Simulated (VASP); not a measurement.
# Mg (P6_3/mmc) in VASP: notebook

The runs below take Mg through single point, relaxation of cell and atoms, with PBE.

Everything below comes from runs of VASP 6.6.1. Logs are shortened: lines on timing, memory, paths and dates and some standing lists are left out, and cuts for length are marked.

## 1. The crystal as given

It takes space group P6_3/mmc (No. 194, hexagonal). Conventional cell: a = 3.185 Å, b = 3.185 Å, c = 5.231 Å, α = 90.00°, β = 90.00°, γ = 120.00°. Mg (site symmetry -6m2) has 12 Mg at 3.19 to 3.20 Å as nearest neighbours.

## 2. Single point, PBE

File INCAR:

```
PREC = Accurate
ENCUT = 520
EDIFF = 1E-6
ISMEAR = 0
SIGMA = 0.05
LREAL = False
LASPH = True
NELM = 100
ALGO = Normal
ISIF = 2
LWAVE = False
LCHARG = False
GGA = PE
NBANDS = 9
```

File KPOINTS:

```
regular mesh
0
Gamma
  8 8 4
```

File POSCAR:

```
Mg
1.0
    3.1852041788      0.0000000000      0.0000000000
   -1.5926020894      2.7584677351      0.0000000000
    0.0000000000      0.0000000000      5.2309183272
Mg
2
Direct
    0.3333333333      0.6666666667      0.7500000000
    0.6666666667      0.3333333333      0.2500000000
```

Potentials or basis: VASP PAW PBE potentials, release 64 (Mg).

Started as:

```console
$ cat potpaw_PBE.64/Mg/POTCAR > POTCAR
$ mpirun -np 1 vasp_std > vasp.out
```

OUTCAR:

```text
PREC = Accurate
   ENCUT = 520
   EDIFF = 1E-6
   ISMEAR = 0
   LREAL = False
   LASPH = True
   NELM = 100
   ISIF = 2
   GGA = PE

 ion  position               nearest neighbor table
   1  0.333  0.667  0.750-   2 3.20   2 3.20   2 3.20   2 3.20   2 3.20   2 3.20
   2  0.667  0.333  0.250-   1 3.20   1 3.20   1 3.20   1 3.20   1 3.20   1 3.20

  LATTYP: Found a hexagonal cell.
 ALAT       =     3.1852041788
 C/A-ratio  =     1.6422552633

  Lattice vectors:

 A1 = (   3.1852041788,   0.0000000000,   0.0000000000)
 A2 = (  -1.5926020894,   2.7584677351,   0.0000000000)
 A3 = (   0.0000000000,   0.0000000000,   5.2309183272)

Analysis of symmetry for initial positions (statically):
=====================================================================
 Subroutine PRICEL returns:
 Original cell was already a primitive cell.

 Routine SETGRP: Setting up the symmetry group for a
 hexagonal supercell.

 Subroutine GETGRP returns: Found 24 space group operations
 (whereof 12 operations were pure point group operations)
 out of a pool of 24 trial point group operations.

The static configuration has the point symmetry D_3d.
 The point group associated with its full space group is D_6h.

Analysis of symmetry for dynamics (positions and initial velocities):
=====================================================================
 Subroutine PRICEL returns:
 Original cell was already a primitive cell.

 Routine SETGRP: Setting up the symmetry group for a
 hexagonal supercell.

 Subroutine GETGRP returns: Found 24 space group operations
 (whereof 12 operations were pure point group operations)
 out of a pool of 24 trial point group operations.

The dynamic configuration has the point symmetry D_3d.
 The point group associated with its full space group is D_6h.

 Subroutine INISYM returns: Found 24 space group operations
 (whereof 12 operations are pure point group operations),
 and found     1 'primitive' translations

----------------------------------------------------------------------------------------

                                     Primitive cell

  volume of cell :      45.9603

  direct lattice vectors                    reciprocal lattice vectors
     3.185204179  0.000000000  0.000000000     0.313951616  0.181260050  0.000000000
    -1.592602089  2.758467735  0.000000000     0.000000000  0.362520100  0.000000000
     0.000000000  0.000000000  5.230918327     0.000000000  0.000000000  0.191171022

  length of vectors
     3.185204179  3.185204179  5.230918327     0.362520100  0.362520100  0.191171022

  position of ions in fractional coordinates (direct lattice)
     0.333333333  0.666666667  0.750000000
     0.666666667  0.333333333  0.250000000

  ion indices of the primitive-cell ions
   primitive index   ion index
                 1           1
                 2           2

----------------------------------------------------------------------------------------

 KPOINTS: regular mesh

Automatic generation of k-mesh.
 Grid dimensions read from file:
 generate k-points for:    8    8    4

 Generating k-lattice:

  Cartesian coordinates                     Fractional coordinates (reciprocal lattice)
     0.039243952  0.022657506  0.000000000     0.125000000  0.000000000  0.000000000
     0.000000000  0.045315013  0.000000000     0.000000000  0.125000000  0.000000000
     0.000000000  0.000000000  0.047792755     0.000000000  0.000000000  0.250000000

  Length of vectors
     0.045315013  0.045315013  0.047792755

  Shift w.r.t. Gamma in fractional coordinates (k-lattice)
     0.000000000  0.000000000  0.000000000

 Subroutine IBZKPT returns following result:
 ===========================================

 Found     30 irreducible k-points:

 Following reciprocal coordinates:
            Coordinates               Weight
  0.000000  0.000000  0.000000      1.000000
  0.125000  0.000000  0.000000      6.000000
  0.250000  0.000000  0.000000      6.000000
  0.375000  0.000000  0.000000      6.000000
  0.500000  0.000000  0.000000      3.000000
  0.125000  0.125000  0.000000      6.000000
[... 16 lines left out ...]
  0.250000  0.000000  0.500000      6.000000
  0.375000  0.000000  0.500000      6.000000
 [... further k-points ...]
   k-points           NKPTS =     30   k-points in BZ     NKDIM =     30   number of bands    NBANDS=      9
   number of dos      NEDOS =    301   number of ions     NIONS =      2
   total plane-waves  NPLWV =  23040
   dimension x,y,z NGX =    24 NGY =   24 NGZ =   40
   dimension x,y,z NGXF=    48 NGYF=   48 NGZF=   80
   ions per type =               2
   NGX,Y,Z   is equivalent  to a cutoff of  12.53, 12.53, 12.71 a.u.
   NGXF,Y,Z  is equivalent  to a cutoff of  25.05, 25.05, 25.43 a.u.
 SYSTEM =  unknown system
   PREC   = accura    normal or accurate (medium, high low for compatibility)
   ISTART =      0    job   : 0-new  1-cont  2-samecut
   ICHARG =      2    charge: 1-file 2-atom 10-const
   ISPIN  =      1    spin polarized calculation?
   LNONCOLLINEAR =      F non collinear calculations
   LSORBIT =      F    spin-orbit coupling
   LASPH  =      T    aspherical Exc in radial PAW
   ENCUT  =  520.0 eV  38.22 Ry    6.18 a.u.   5.92  5.92  9.73*2*pi/ulx,y,z
   NELM   =    100;   NELMIN=  2; NELMDL= -5     # of ELM steps
   EDIFF  = 0.1E-05   stopping-criterion for ELM
   LREAL  =      F    real-space projection
   EDIFFG = 0.1E-04   stopping-criterion for IOM
   NSW    =      0    number of steps for IOM
   IBRION =     -1    ionic relax: 0-MD 1-quasi-New 2-CG
   NFREE  =      0    steps in history (QN), initial steepest desc. (CG)
   ISIF   =      2    stress and relaxation
   ISYM   =      2    0-nonsym 1-usesym 2-fastsym
   POTIM  = 0.5000    time-step for ionic-motion
   TEBEG  =    0.0;   TEEND  =   0.0 temperature during run
   PSTRESS=    0.0 pullay stress
   NELECT =       4.0000    total number of electrons
   NUPDOWN=      -1.0000    fix difference up-down
   EMIN   =  10.00;   EMAX   =-10.00  energy-range for DOS
   EFERMI =   0.00;   METHOD = LEGACY
   ISMEAR =     0;   SIGMA  =   0.05  broadening in eV -4-tet -1-fermi 0-gaus
   EFERMI_NEDOS =   21; number of points for ismear=-14 and -15
   IALGO  =     38    algorithm
   IMIX   =      4    mixing-type and parameters
     AMIX     =   0.40;   BMIX     =  1.00
     AMIX_MAG =   1.60;   BMIX_MAG =  1.00
  volume/ion in A,a.u.               =      22.98       155.08
  Fermi-wavevector in a.u.,A,eV,Ry     =   0.725494  1.370985  7.161310  0.526341
  Thomas-Fermi vector in A             =   1.816230
   LORBIT       =      0    0 simple, 1 ext, 2 COOP (PROOUT), +10 PAW based schemes
   GGA     = PE    functional components
   LHFCALC =     F    Hartree Fock is set to
   AEXX    =    0.0000 exact exchange contribution
   IVDW    =     0    specifies the selected vdW correction
   LEPSILON=     F    determine dielectric tensor
   LRPA    =     F    only Hartree local field effects (RPA)
 non-spin polarized calculation
 Gauss-broadening in eV      SIGMA  =   0.05
  energy-cutoff  :      520.00
  volume of cell :       45.96
 maximum number of plane-waves:      1252
 NGX is ok and might be reduce to    24
   NGX = 11   NGY = 11   NGZ = 19

 number of electron       4.0000000 magnetization

 Free energy of the ion-electron system (eV)
  ---------------------------------------------------
  ext. energy  EPLUGINS =         0.00000000
  ---------------------------------------------------
  free energy    TOTEN  =        -3.03559505 eV

  energy without entropy =       -3.03517696  energy(sigma->0) =       -3.03538601

 E-fermi :   2.4879     XC(G=0):  -8.4875

 val. band max:        2.4535531765   @ k =   0.2500   0.0000   0.0000
 cond. band min:       2.8423170104   @ k =   0.3750   0.1250   0.2500
 fundamental gap:      0.3887638339
 Fermi energy:         2.4878887694

 k-point     1 :       0.0000    0.0000    0.0000
  band No.  band energies     occupation
      1      -4.2985      2.00000
      2       0.8863      2.00000
      3       1.2842      2.00000
      4      13.6838      0.00000
      5      13.6838      0.00000
      6      13.8235      0.00000
      7      13.8235      0.00000
      8      14.3769      0.00000
      9      16.1671      0.00000

 k-point     2 :       0.1250    0.0000    0.0000
  band No.  band energies     occupation
      1      -3.9890      2.00000
      2       1.1698      2.00000
      3       1.5847      2.00000
      4      10.1101      0.00000
      5      11.9426      0.00000
      6      12.6639      0.00000
      7      14.7898      0.00000
      8      15.0160      0.00000
      9      15.8513      0.00000

 k-point     3 :       0.2500    0.0000    0.0000
  band No.  band energies     occupation
      1      -3.0667      2.00000
      2       2.0211      2.00000
      3       2.4536      1.66853
      4       6.5051      0.00000
      5      10.6477      0.00000
      6      10.6813      0.00000
      7      11.1650      0.00000
      8      12.8265      0.00000
      9      15.0918      0.00000

 k-point     4 :       0.3750    0.0000    0.0000
  band No.  band energies     occupation
      1      -1.5494      2.00000
      2       2.9384      0.00000
      3       3.4418      0.00000
      4       4.3144      0.00000
      5       8.0301      0.00000
      6       8.3625      0.00000
      7       9.8729      0.00000
      8      11.3960      0.00000
      9      14.2089      0.00000
[... 205 lines left out ...]
 k-point    22 :       0.1250    0.0000    0.5000
  band No.  band energies     occupation
      1      -2.6237      2.00000
      2      -2.6237      2.00000
      3       7.7305      0.00000
      4       7.7305      0.00000
      5      11.3151      0.00000
      6      11.3151      0.00000
      7      13.0820      0.00000
      8      13.0820      0.00000
      9      14.6115      0.00000

 k-point    23 :       0.2500    0.0000    0.5000
  band No.  band energies     occupation
      1      -1.7145      2.00000
      2      -1.7145      2.00000
      3       7.4554      0.00000
      4       7.4554      0.00000
      5       8.8101      0.00000
      6       8.8101      0.00000
      7      11.8048      0.00000
      8      11.8048      0.00000
      9      13.2113      0.00000

 k-point    24 :       0.3750    0.0000    0.5000
  band No.  band energies     occupation
      1      -0.2220      2.00000
      2      -0.2220      2.00000
      3       4.4996      0.00000
      4       4.4996      0.00000
      5       9.8302      0.00000
      6       9.8302      0.00000
      7      11.0284      0.00000
      8      11.0284      0.00000
      9      12.3342      0.00000

 [... further k-points ...]

------------------------ aborting loop because EDIFF is reached ----------------------------------------

  FORCE on cell =-STRESS in cart. coord.  units (eV):
  Direction    XX          YY          ZZ          XY          YZ          ZX
  --------------------------------------------------------------------------------------
  -------------------------------------------------------------------------------------
  Total       -0.0548409     -0.0548409     -0.0860010      0.0000000     -0.0000000      0.0000000
  in kB       -1.9117536     -1.9117536     -2.9979959      0.0000000     -0.0000000      0.0000000
  external PRESSURE =      -2.2738344 kB  Pullay stress =       0.0000000 kB

 VOLUME and BASIS-vectors are now :
 -----------------------------------------------------------------------------
  energy-cutoff  :      520.00
  volume of cell :       45.96
      direct lattice vectors                 reciprocal lattice vectors
     3.185204179  0.000000000  0.000000000     0.313951616  0.181260050  0.000000000
    -1.592602089  2.758467735  0.000000000     0.000000000  0.362520100  0.000000000
     0.000000000  0.000000000  5.230918327     0.000000000  0.000000000  0.191171022

 POSITION                                       TOTAL-FORCE (eV/Angst)
 -----------------------------------------------------------------------------------
     -0.00000      1.83898      3.92319         0.000000     -0.000000      0.000000
      1.59260      0.91949      1.30773        -0.000000      0.000000      0.000000
 -----------------------------------------------------------------------------------
    total drift:                                0.000000     -0.000000      0.000000

  FREE ENERGIE OF THE ION-ELECTRON SYSTEM (eV)
  ---------------------------------------------------
  free  energy   TOTEN  =        -3.0355950548 eV

  energy  without entropy=       -3.0351769612  energy(sigma->0) =       -3.03538601
```

Run time: 7.2 s. Hardware: 1 thread of Intel Xeon Platinum 8259CL at 2.50GHz (Skylake/Cascade Lake), shared host; peak memory 0.15 GiB.

What came out:

| Property | Result |
| --- | --- |
| Free energy | -3.0356 eV |
| Pressure | -0.2 GPa |
| Band gap on the k mesh | none (metal or under the smearing width) |

Stress tensor (GPa, compression positive):
```
-0.19  0.00  0.00
 0.00 -0.19  0.00
 0.00  0.00 -0.30
```

Levels at points of the mesh, in eV from the Fermi level:
```csv
k point,band 1,band 2,band 3,band 4,band 5,band 6,band 7
"(0.00, 0.00, 0.00)",-6.79,-1.60,-1.20,11.20,11.20,11.34,11.34
"(0.50, 0.00, 0.00)",-1.97,-1.95,2.78,3.14,3.34,3.78,7.13
"(0.00, 0.00, 0.50)",-5.42,-5.42,5.00,5.00,11.93,11.93,11.93
"(0.50, 0.00, 0.50)",-0.95,-0.95,-0.28,-0.28,8.16,8.16,8.28
```

## 3. Relaxation of cell and atoms, PBE

This run uses another cell than the first one, of 23.26 Å³/atom, 1.012 times its volume.

File INCAR:

```
PREC     = Accurate       # precision mode
ENCUT    = 600            # plane-wave cutoff, eV
EDIFF    = 1E-7           # SCF threshold, eV
ISMEAR   = 0              # smearing method
SIGMA    = 0.05           # smearing width, eV
LREAL    = False          # projectors in reciprocal space
LASPH    = True           # aspherical terms in the spheres
NELM     = 100            # most SCF steps
ALGO     = Normal         # electronic algorithm
ISIF     = 3              # what is computed and relaxed
LWAVE    = False          # write WAVECAR
LCHARG   = False          # write CHGCAR
GGA      = PE             # functional
IBRION   = 2              # ionic algorithm
NSW      = 80             # ionic steps
EDIFFG   = -0.03          # ionic threshold
```

File KPOINTS:

```
Automatic mesh
0
Gamma
  8 8 4
```

File POSCAR:

```
Mg
1.0
    3.2100000000      0.0000000000      0.0000000000
   -1.6050000000      2.7799415461      0.0000000000
    0.0000000000      0.0000000000      5.2130400000
Mg
2
Direct
    0.3333333333      0.6666666667      0.7500000000
    0.6666666667      0.3333333333      0.2500000000
```

Potentials or basis: VASP PAW PBE potentials, release 64 (Mg).

Started as:

```console
$ cat potpaw_PBE.64/Mg/POTCAR > POTCAR
$ mpirun -np 1 vasp_std > vasp.out
```

Wall time 18 s (1 thread of Intel Xeon Platinum 8259CL at 2.50GHz (Skylake/Cascade Lake), shared host); peak memory 0.18 GiB.

It converged, with:

* Free energy: -3.0359 eV
* Relaxed volume: 22.84 Å³/atom
* Relaxed cell: a = 3.180 Å, b = 3.180 Å, c = 5.215 Å, α = 90.00°, β = 90.00°, γ = 120.00°
* Space group after relaxing (to 0.05 Å): P6_3/mmc (No. 194)
* Energy gained by relaxing: 1.4 meV/atom
* Ionic steps: 3
* Pressure after relaxing: 0.0 GPa
* Band gap on the k mesh: none (metal or under the smearing width)

Step by step:
| step | energy change (eV) | largest force (eV/Å) | pressure (GPa) | volume (Å³) |
| --- | --- | --- | --- | --- |
| 1 | 0.0000 | 0.0000 | -0.65 | 46.52 |
| 2 | -0.0026 | 0.0000 | -0.16 | 45.88 |
| 3 | -0.0028 | 0.0000 | 0.01 | 45.67 |

Final structure:
```yaml
crystal:
  lattice:
    - [3.18005, 0.00000, 0.00000]
    - [-1.59002, 2.75400, 0.00000]
    - [0.00000, 0.00000, 5.21477]
  atoms:
    - { symbol: Mg, position: [0.33333, 0.66667, 0.75000] }
    - { symbol: Mg, position: [0.66667, 0.33333, 0.25000] }
```

Levels at points of the mesh, in eV from the Fermi level:
| k point | band 1 | band 2 | band 3 | band 4 | band 5 | band 6 |
| --- | --- | --- | --- | --- | --- | --- |
| (0.00, 0.00, 0.00) | -6.83 | -1.62 | -1.21 | 11.20 | 11.20 | 11.35 |
| (0.50, 0.00, 0.00) | -2.00 | -1.97 | 2.78 | 3.13 | 3.35 | 3.79 |
| (0.00, 0.00, 0.50) | -5.45 | -5.45 | 5.02 | 5.02 | 11.94 | 11.94 |
| (0.50, 0.00, 0.50) | -0.97 | -0.97 | -0.30 | -0.30 | 8.17 | 8.17 |
